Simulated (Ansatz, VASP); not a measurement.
InP: VASP beside Ansatz

The input POSCAR:

```
InP
1.0
    0.0000000000      2.7750478136      2.7750478136
    2.7750478136      0.0000000000      2.7750478136
    2.7750478136      2.7750478136      0.0000000000
In P
1 1
Direct
    0.0000000000      0.0000000000      0.0000000000
    0.5000000000      0.5000000000      0.5000000000
```

INCAR.step1

```
SYSTEM = InP
ALGO = Normal
EDIFF = 1E-4
ENCUT = 520
GGA = PE
ISMEAR = 0
LASPH = .TRUE.
LCHARG = .FALSE.
LREAL = .FALSE.
LWAVE = .TRUE.
NBANDS = 16
NELM = 100
PREC = Accurate
SIGMA = 0.1
```

Contents of INCAR.step2:

```
SYSTEM = InP
ALGO = Normal
EDIFF = 1E-7
ENCUT = 520
ISIF = 2
ISMEAR = 0
ISTART = 1
LASPH = .TRUE.
LCHARG = .FALSE.
LMIXTAU = .TRUE.
LREAL = .FALSE.
LWAVE = .FALSE.
METAGGA = R2SCAN
NBANDS = 16
NELM = 100
PREC = Accurate
SIGMA = 0.1
```

Contents of KPOINTS:

```
k-points
0
G
  14 14 14
  0 0 0
```

Input for Ansatz:

```yaml
crystal:
  lattice:
    - [0.0, 2.7750478136, 2.7750478136]
    - [2.7750478136, 0.0, 2.7750478136]
    - [2.7750478136, 2.7750478136, 0.0]
  atoms:
    - { symbol: In, position: [0.0, 0.0, 0.0] }
    - { symbol: P, position: [0.5, 0.5, 0.5] }
basis:
  ecutwfc: 500
kpoints:
  mp_grid: { grid: [14, 14, 14] }
hamiltonian:
  xc: r2scan
scf:
  occupations: { method: gaussian, width: 0.1 }
output:
  forces: true
  stress: true
  eigenvalues: true
```

Alike in both runs: task single point; functional r2SCAN; k mesh 14 × 14 × 14; occupations gaussian, width 0.1 eV; no spin polarisation.

|  | VASP | Ansatz |
| --- | --- | --- |
| version | VASP 6.6.1 | Ansatz 0.2.0 |
| potentials or method | VASP PAW PBE potentials, release 64 (In_d, P) | scalar-relativistic, plane waves, PAW |
| plane-wave cutoff (eV) | 520 | 500 |
| valence electrons in the cell | 18 | 18 |

|  | VASP | Ansatz | Ansatz less VASP |
| --- | --- | --- | --- |
| gap on the k mesh at the Fermi level (eV) | none | none | - |
| pressure (GPa) | -2.3 | -2.3 | -0.02 |

A gap of «none» marks a metal or a gap that the smearing closes. The functional is the same, so the differences come from potentials, cutoffs and numerics.

Caveats: the PAW data sets were made with another functional, which shifts forces and pressure a little (VASP).
